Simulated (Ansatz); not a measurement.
# KZnF3: response to strain

Start from KZnF$_{3}$ in the cubic perovskite structure (space group Pm-3m, No. 221; a = 4.052 Å). Axes: x, y, z lie along the cube axes.

Strains are applied to the cell and any free atomic positions relax; under biaxial strain the out-of-plane vector relaxes too.

Calculations: plane-wave PAW DFT at the PBEsol level (Ansatz, a quantum-chemistry and plane-wave program, 420 eV), no spin-orbit coupling.

| biaxial strain, plane normal [001], relaxed out of plane (%) | out-of-plane strain (%) |
|---|---|
| 0 | 0.00 |
| 0.6 | -0.45 |
| 1.2 | ? |
| 1.8 | -1.30 |
| 2.4 | -1.70 |
| 3 | -2.09 |

Question: Fit ε⊥ = −νε + γε² (strains in %) to the rows shown and predict the withheld row.

Answer: Least squares on the printed values gives ν = 0.76 (the biaxial Poisson response) and γ = 0.021 (largest residual 0.00 %); this predicts -0.88 %, and the run gives -0.88 %, in agreement.

Stability against distortions was not tested. Many cubic perovskites are stable only at high temperature; tilts and polar distortions were not tested.
